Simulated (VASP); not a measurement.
# Hf (Im-3m) in VASP: a series of runs

Runs on Hf. Level: r2SCAN. Tasks: relaxation of cell and atoms.

Everything below comes from runs of VASP 6.6.1. Logs are shortened: lines on timing, memory, paths and dates and some standing lists are left out, and cuts for length are marked.

## 1. Starting point

Symmetry: Im-3m, No. 229, cubic system. The conventional cell has a = 3.610 Å, b = 3.610 Å, c = 3.610 Å, α = 90.00°, β = 90.00°, γ = 90.00°. Hf (site symmetry m-3m) is surrounded by 8 Hf at 3.13 Å.

This isn't the form of Hf at room conditions, which is hcp.

## 2. Relaxation of cell and atoms, r2SCAN, target pressure 50 GPa, at which the enthalpy is minimised

File INCAR:

```
PREC     = Accurate       # precision mode
ENCUT    = 520            # plane-wave cutoff, eV
EDIFF    = 1E-7           # SCF threshold, eV
ISMEAR   = 0              # smearing method
SIGMA    = 0.1            # smearing width, eV
LREAL    = False          # projectors in reciprocal space
LASPH    = True           # aspherical terms in the spheres
NELM     = 60             # most SCF steps
ALGO     = Normal         # electronic algorithm
ISIF     = 3              # what is computed and relaxed
LWAVE    = False          # write WAVECAR
LCHARG   = False          # write CHGCAR
METAGGA  = R2SCAN         # meta-GGA
LMIXTAU  = True         
IBRION   = 2              # ionic algorithm
NSW      = 80             # ionic steps
EDIFFG   = -0.002         # ionic threshold
PSTRESS  = 500.0
```

File KPOINTS:

```
Automatic mesh
0
Gamma
  16 16 16
```

File POSCAR:

```
Hf
1.0
   -1.8050000000      1.8050000000      1.8050000000
    1.8050000000     -1.8050000000      1.8050000000
    1.8050000000      1.8050000000     -1.8050000000
Hf
1
Direct
    0.0000000000      0.0000000000      0.0000000000
```

Potentials or basis: VASP PAW PBE potentials, release 64 (Hf_pv).

Started as:

```sh
> cat potpaw_PBE.64/Hf_pv/POTCAR > POTCAR
> mpirun -np 1 vasp_std > vasp.out
```

OUTCAR:

```text
PREC = Accurate
   ENCUT = 520
   EDIFF = 1E-7
   ISMEAR = 0
   LREAL = False
   LASPH = True
   NELM = 60
   ISIF = 3
   METAGGA = R2SCAN
   IBRION = 2
   NSW = 80
   EDIFFG = -0.002
   PSTRESS = 500.0

 ion  position               nearest neighbor table
   1  0.000  0.000  0.000-

  LATTYP: Found a body centered cubic cell.
 ALAT       =     3.6100000000

  Lattice vectors:

 A1 = (  -1.8050000000,   1.8050000000,   1.8050000000)
 A2 = (   1.8050000000,  -1.8050000000,   1.8050000000)
 A3 = (   1.8050000000,   1.8050000000,  -1.8050000000)

Analysis of symmetry for initial positions (statically):
=====================================================================
 Subroutine PRICEL returns:
 Original cell was already a primitive cell.

 Routine SETGRP: Setting up the symmetry group for a
 body centered cubic supercell.

 Subroutine GETGRP returns: Found 48 space group operations
 (whereof 48 operations were pure point group operations)
 out of a pool of 48 trial point group operations.

The static configuration has the point symmetry O_h .

Analysis of symmetry for dynamics (positions and initial velocities):
=====================================================================
 Subroutine PRICEL returns:
 Original cell was already a primitive cell.

 Routine SETGRP: Setting up the symmetry group for a
 body centered cubic supercell.

 Subroutine GETGRP returns: Found 48 space group operations
 (whereof 48 operations were pure point group operations)
 out of a pool of 48 trial point group operations.

The dynamic configuration has the point symmetry O_h .

 Subroutine INISYM returns: Found 48 space group operations
 (whereof 48 operations are pure point group operations),
 and found     1 'primitive' translations

----------------------------------------------------------------------------------------

                                     Primitive cell

  volume of cell :      23.5229

  direct lattice vectors                    reciprocal lattice vectors
    -1.805000000  1.805000000  1.805000000     0.000000000  0.277008310  0.277008310
     1.805000000 -1.805000000  1.805000000     0.277008310  0.000000000  0.277008310
     1.805000000  1.805000000 -1.805000000     0.277008310  0.277008310  0.000000000

  length of vectors
     3.126351708  3.126351708  3.126351708     0.391748909  0.391748909  0.391748909

  position of ions in fractional coordinates (direct lattice)
     0.000000000  0.000000000  0.000000000

  ion indices of the primitive-cell ions
   primitive index   ion index
                 1           1

----------------------------------------------------------------------------------------

 KPOINTS: Automatic mesh

Automatic generation of k-mesh.
 Grid dimensions read from file:
 generate k-points for:   16   16   16

 Generating k-lattice:

  Cartesian coordinates                     Fractional coordinates (reciprocal lattice)
     0.000000000  0.017313019  0.017313019     0.062500000  0.000000000  0.000000000
     0.017313019  0.000000000  0.017313019     0.000000000  0.062500000  0.000000000
     0.017313019  0.017313019  0.000000000     0.000000000  0.000000000  0.062500000

  Length of vectors
     0.024484307  0.024484307  0.024484307

  Shift w.r.t. Gamma in fractional coordinates (k-lattice)
     0.000000000  0.000000000  0.000000000

 Subroutine IBZKPT returns following result:
 ===========================================

 Found    145 irreducible k-points:

 Following reciprocal coordinates:
            Coordinates               Weight
  0.000000  0.000000  0.000000      1.000000
  0.062500  0.000000  0.000000     12.000000
  0.125000  0.000000  0.000000     12.000000
  0.187500  0.000000  0.000000     12.000000
  0.250000  0.000000  0.000000     12.000000
  0.312500  0.000000  0.000000     12.000000
[... 16 lines left out ...]
  0.187500  0.187500  0.000000     24.000000
  0.250000  0.187500  0.000000     48.000000
 [... further k-points ...]
   k-points           NKPTS =    145   k-points in BZ     NKDIM =    145   number of bands    NBANDS=      9
   number of dos      NEDOS =    301   number of ions     NIONS =      1
   total plane-waves  NPLWV =  13824
   dimension x,y,z NGX =    24 NGY =   24 NGZ =   24
   dimension x,y,z NGXF=    48 NGYF=   48 NGZF=   48
   ions per type =               1
   NGX,Y,Z   is equivalent  to a cutoff of  12.76, 12.76, 12.76 a.u.
   NGXF,Y,Z  is equivalent  to a cutoff of  25.52, 25.52, 25.52 a.u.
 SYSTEM =  unknown system
   PREC   = accura    normal or accurate (medium, high low for compatibility)
   ISTART =      0    job   : 0-new  1-cont  2-samecut
   ICHARG =      2    charge: 1-file 2-atom 10-const
   ISPIN  =      1    spin polarized calculation?
   LNONCOLLINEAR =      F non collinear calculations
   LSORBIT =      F    spin-orbit coupling
   LASPH  =      T    aspherical Exc in radial PAW
   ENCUT  =  520.0 eV  38.22 Ry    6.18 a.u.   5.81  5.81  5.81*2*pi/ulx,y,z
   NELM   =     60;   NELMIN=  2; NELMDL= -5     # of ELM steps
   EDIFF  = 0.1E-06   stopping-criterion for ELM
   LREAL  =      F    real-space projection
   EDIFFG = -.2E-02   stopping-criterion for IOM
   NSW    =     80    number of steps for IOM
   IBRION =      2    ionic relax: 0-MD 1-quasi-New 2-CG
   NFREE  =      1    steps in history (QN), initial steepest desc. (CG)
   ISIF   =      3    stress and relaxation
   ISYM   =      2    0-nonsym 1-usesym 2-fastsym
   POTIM  = 0.5000    time-step for ionic-motion
   TEBEG  =    0.0;   TEEND  =   0.0 temperature during run
   PSTRESS=  500.0 pullay stress
   NELECT =      10.0000    total number of electrons
   NUPDOWN=      -1.0000    fix difference up-down
   EMIN   =  10.00;   EMAX   =-10.00  energy-range for DOS
   EFERMI =   0.00;   METHOD = LEGACY
   ISMEAR =     0;   SIGMA  =   0.10  broadening in eV -4-tet -1-fermi 0-gaus
   EFERMI_NEDOS =   21; number of points for ismear=-14 and -15
   IALGO  =     38    algorithm
   IMIX   =      4    mixing-type and parameters
     AMIX     =   0.40;   BMIX     =  1.00
     AMIX_MAG =   1.60;   BMIX_MAG =  1.00
  volume/ion in A,a.u.               =      23.52       158.74
  Fermi-wavevector in a.u.,A,eV,Ry     =   1.230961  2.326179 20.616432  1.515265
  Thomas-Fermi vector in A             =   2.365789
   LORBIT       =      0    0 simple, 1 ext, 2 COOP (PROOUT), +10 PAW based schemes
   METAGGA = R2SCAN    functional components
   LHFCALC =     F    Hartree Fock is set to
   AEXX    =    0.0000 exact exchange contribution
   IVDW    =     0    specifies the selected vdW correction
   LEPSILON=     F    determine dielectric tensor
   LRPA    =     F    only Hartree local field effects (RPA)
 conjugate gradient relaxation of ions
 non-spin polarized calculation
 Gauss-broadening in eV      SIGMA  =   0.10
  energy-cutoff  :      520.00
  volume of cell :       23.52
 maximum number of plane-waves:       682
   NGX = 11   NGY = 11   NGZ = 11

--------------------------------------- Ionic step        1  -------------------------------------------

 number of electron      10.0000001 magnetization

 Free energy of the ion-electron system (eV)
  ---------------------------------------------------
  ext. energy  EPLUGINS =         0.00000000
  ---------------------------------------------------
  free energy    TOTEN  =       -44.91674800 eV

  energy without entropy =      -44.90673998  energy(sigma->0) =      -44.91174399

------------------------ aborting loop because EDIFF is reached ----------------------------------------

  FORCE on cell =-STRESS in cart. coord.  units (eV):
  Direction    XX          YY          ZZ          XY          YZ          ZX
  --------------------------------------------------------------------------------------
  -------------------------------------------------------------------------------------
  Total       -0.8694613     -0.8694613     -0.8694613      0.0000000      0.0000000     -0.0000000
  in kB      -59.2201138    -59.2201138    -59.2201138      0.0000000      0.0000000     -0.0000000
  external PRESSURE =    -559.2201138 kB  Pullay stress =     500.0000000 kB
[... 24 lines left out ...]
--------------------------------------- Ionic step        2  -------------------------------------------

 number of electron      10.0000000 magnetization

 E-fermi :  22.4524     XC(G=0): -22.1409

 val. band max:       22.3901326293   @ k =  -0.3125   0.5000   0.1250
 cond. band min:      22.5490337969   @ k =  -0.3125   0.3125   0.2500
 fundamental gap:      0.1589011675
 Fermi energy:        22.4524043256

 k-point     1 :       0.0000    0.0000    0.0000
  band No.  band energies     occupation
      1      -1.8623      2.00000
      2      -1.8623      2.00000
      3      -1.8623      2.00000
      4      20.6375      2.00000
      5      20.6375      2.00000
      6      20.6375      2.00000
      7      27.8610      0.00000
      8      30.0603      0.00000
      9      30.0603      0.00000
[... 265 lines left out ...]
 k-point    24 :       0.2500    0.1875    0.0000
  band No.  band energies     occupation
      1     -23.2116      2.00000
      2     -14.6512      2.00000
      3      -6.0989      2.00000
      4      12.7896      2.00000
      5      18.6316      2.00000
      6      29.2088      0.00000
      7      33.2361      0.00000
      8      34.6793      0.00000
      9      41.2673      0.00000

 [... further k-points ...]

------------------------ aborting loop because EDIFF is reached ----------------------------------------

  FORCE on cell =-STRESS in cart. coord.  units (eV):
  Direction    XX          YY          ZZ          XY          YZ          ZX
  --------------------------------------------------------------------------------------
  -------------------------------------------------------------------------------------
  Total       90.6391155     90.6391155     90.6391155      0.0000000      0.0000000     -0.0000000
  in kB    28029.8119162  28029.8119162  28029.8119162      0.0000000      0.0000000     -0.0000000
  external PRESSURE =   27529.8119162 kB  Pullay stress =     500.0000000 kB
[... 57 lines left out ...]
  energy  without entropy=      -44.9272435848  energy(sigma->0) =      -44.93099043

  enthalpy is  TOTEN    =       -38.3060252917 eV   P V=        6.6287119797

[... ionic steps 4 to 19 ...]

--------------------------------------- Ionic step       20  -------------------------------------------

 number of electron       9.9999999 magnetization

------------------------ aborting loop because EDIFF is reached ----------------------------------------
[... 69 lines left out ...]
--------------------------------------- Ionic step       22  -------------------------------------------

 number of electron       9.9999999 magnetization

 Free energy of the ion-electron system (eV)
  ---------------------------------------------------
  ext. energy  EPLUGINS =         0.00000000
  ---------------------------------------------------
  free energy    TOTEN  =       -44.20959813 eV

  energy without entropy =      -44.20394844  energy(sigma->0) =      -44.20677328

 E-fermi :   6.8086     XC(G=0): -13.8939

 val. band max:        6.8046843624   @ k =   0.2500   0.1250   0.0625
 cond. band min:       6.8127706713   @ k =   0.1250   0.1250   0.0625
 fundamental gap:      0.0080863089
 Fermi energy:         6.8086062358

 k-point     1 :       0.0000    0.0000    0.0000
  band No.  band energies     occupation
      1     -22.8506      2.00000
      2     -22.8506      2.00000
      3     -22.8506      2.00000
      4      -1.3894      2.00000
      5       8.7517      0.00000
      6       8.7517      0.00000
      7       8.7517      0.00000
      8      12.5834      0.00000
      9      12.5834      0.00000
[... 265 lines left out ...]
 k-point    24 :       0.2500    0.1875    0.0000
  band No.  band energies     occupation
      1     -24.6466      2.00000
      2     -23.5858      2.00000
      3     -23.0532      2.00000
      4       3.3836      2.00000
      5       5.9071      2.00000
      6       6.9549      0.03860
      7      11.8249      0.00000
      8      14.0449      0.00000
      9      16.2630      0.00000

 [... further k-points ...]

------------------------ aborting loop because EDIFF is reached ----------------------------------------

  FORCE on cell =-STRESS in cart. coord.  units (eV):
  Direction    XX          YY          ZZ          XY          YZ          ZX
  --------------------------------------------------------------------------------------
  -------------------------------------------------------------------------------------
  Total        5.0838185      5.0838185      5.0838185      0.0000000     -0.0000000     -0.0000000
  in kB      500.0605280    500.0605280    500.0605280      0.0000000     -0.0000000     -0.0000000
  external PRESSURE =       0.0605280 kB  Pullay stress =     500.0000000 kB
[... 20 lines left out ...]
  energy  without entropy=      -44.2039484397  energy(sigma->0) =      -44.20677328

  enthalpy is  TOTEN    =       -39.1263949616 eV   P V=        5.0832031643

 reached required accuracy - stopping structural energy minimisation
```

Run time: 8.3 min. Hardware: 1 thread of Intel Xeon Platinum 8488C (Sapphire Rapids), shared host; peak memory 0.2 GiB.

Results:

```yaml
Free_energy: -44.2096 eV
Relaxed_volume: 16.29 Å³/atom
Relaxed_cell: a = 2.766 Å, b = 2.766 Å, c = 2.766 Å, α = 109.47°, β = 109.47°, γ = 109.47°
Space_group_after_relaxing_to_0.05_Å: Im-3m (No. 229)
Energy_change_on_relaxing_the_enthalpy_is_what_falls: +707.2 meV/atom
Ionic_steps: 22
Pressure_after_relaxing: 50.0 GPa
Band_gap_on_the_k_mesh: none (metal or under the smearing width)
```

The path:
```
step  energy change (eV)  largest force (eV/Å)  pressure (GPa)  volume (Å³)
   1              0.0000                0.0000           -5.92        23.52
   2             36.7593                0.0000         2802.98         5.18
   3             -0.0180                0.0000            4.08        21.24
   4              0.0620                0.0000           13.57        19.75
   5              0.7677                0.0000           52.82        16.10
   6              0.7027                0.0000           49.80        16.30
   7              0.7028                0.0000           49.80        16.30
   8              0.7029                0.0000           49.81        16.30
   9              0.7029                0.0000           49.81        16.30
  10              0.7029                0.0000           49.80        16.30
  11              0.7029                0.0000           49.80        16.30
  12              0.7029                0.0000           49.80        16.30
  13              0.7029                0.0000           49.80        16.30
  14              0.7029                0.0000           49.80        16.30
  15              0.7029                0.0000           49.80        16.30
  16              0.7029                0.0000           49.80        16.30
  17              0.7030                0.0000           49.80        16.30
  18              0.7031                0.0000           49.80        16.30
  19              0.7034                0.0000           49.83        16.30
  20              0.7039                0.0000           49.86        16.30
  21              0.7050                0.0000           49.90        16.30
  22              0.7072                0.0000           50.01        16.29
```

Final structure:
```
CELL_PARAMETERS angstrom
-1.59688 1.59688 1.59688
1.59688 -1.59688 1.59688
1.59688 1.59688 -1.59688
ATOMIC_POSITIONS crystal
Hf 0.00000 0.00000 0.00000
```

Levels at points of the mesh, in eV from the Fermi level:
| k point | band 3 | band 4 | band 5 | band 6 | band 7 | band 8 |
| --- | --- | --- | --- | --- | --- | --- |
| (0.00, 0.00, 0.00) | -29.66 | -8.20 | 1.94 | 1.94 | 1.94 | 5.77 |
| (0.50, 0.00, 0.00) | -29.70 | -4.65 | -1.16 | 2.81 | 5.97 | 7.30 |
| (0.50, 0.50, 0.50) | -31.16 | -4.48 | -4.48 | 9.80 | 9.80 | 9.80 |

Caveat: the cell is relaxed towards a set pressure, so the enthalpy falls and the energy may rise; the volume moved by over 15 % at a fixed basis, so the end points are rough; the PAW data sets were made with another functional, which shifts forces and pressure a little.

## 3. Relaxation of cell and atoms, r2SCAN, target pressure 50 GPa, at which the enthalpy is minimised

This run uses another cell than the first one, of 16.29 Å³/atom, 0.692 times its volume.

INCAR is that of step 2.

KPOINTS is that of step 2.

File POSCAR:

```
Hf                                      
1.0
   -1.5968814826      1.5968814826      1.5968814826
    1.5968814826     -1.5968814826      1.5968814826
    1.5968814826      1.5968814826     -1.5968814826
  Hf            
     1
Direct
     0.0000000000000000    0.0000000000000000    0.0000000000000000
```

Potentials or basis: VASP PAW PBE potentials, release 64 (Hf_pv).

Started as:

```sh
> cat potpaw_PBE.64/Hf_pv/POTCAR > POTCAR
> mpirun -np 1 vasp_std > vasp.out
```

Run time: 98 s. Hardware: 1 thread of Intel Xeon Platinum 8488C (Sapphire Rapids), shared host; peak memory 0.17 GiB.

The run converged. Its results:

```
Free energy                                            : -44.2087 eV
Relaxed volume                                         : 16.29 Å³/atom
Relaxed cell                                           : a = 2.766 Å, b = 2.766 Å, c = 2.766 Å, α = 109.47°, β = 109.47°, γ = 109.47°
Space group after relaxing (to 0.05 Å)                 : Im-3m (No. 229)
Energy change on relaxing (the enthalpy is what falls) : -0.7 meV/atom
Ionic steps                                            : 3
Pressure after relaxing                                : 50.0 GPa
Band gap on the k mesh                                 : none (metal or under the smearing width)
```

Step by step:
| step | energy change (eV) | largest force (eV/Å) | pressure (GPa) | volume (Å³) |
| --- | --- | --- | --- | --- |
| 1 | 0.0000 | 0.0000 | 50.03 | 16.29 |
| 2 | -0.0023 | 0.0000 | 49.92 | 16.30 |
| 3 | -0.0007 | 0.0000 | 50.00 | 16.29 |

Final structure:
```xyz
1
Lattice="-1.5970 1.5970 1.5970 1.5970 -1.5970 1.5970 1.5970 1.5970 -1.5970" Properties=species:S:1:pos:R:3 pbc="T T T"
Hf    0.0000    0.0000    0.0000
```

Levels at points of the mesh, in eV from the Fermi level:
```
           k point  band 3  band 4  band 5  band 6  band 7  band 8
(0.00, 0.00, 0.00)  -29.66   -8.20    1.94    1.94    1.94    5.77
(0.50, 0.00, 0.00)  -29.70   -4.65   -1.16    2.81    5.96    7.29
(0.50, 0.50, 0.50)  -31.16   -4.48   -4.48    9.80    9.80    9.80
```

Caveat: the cell is relaxed towards a set pressure, so the enthalpy falls and the energy may rise; the PAW data sets were made with another functional, which shifts forces and pressure a little. Spin-orbit coupling is left out, which matters for the levels of Hf.
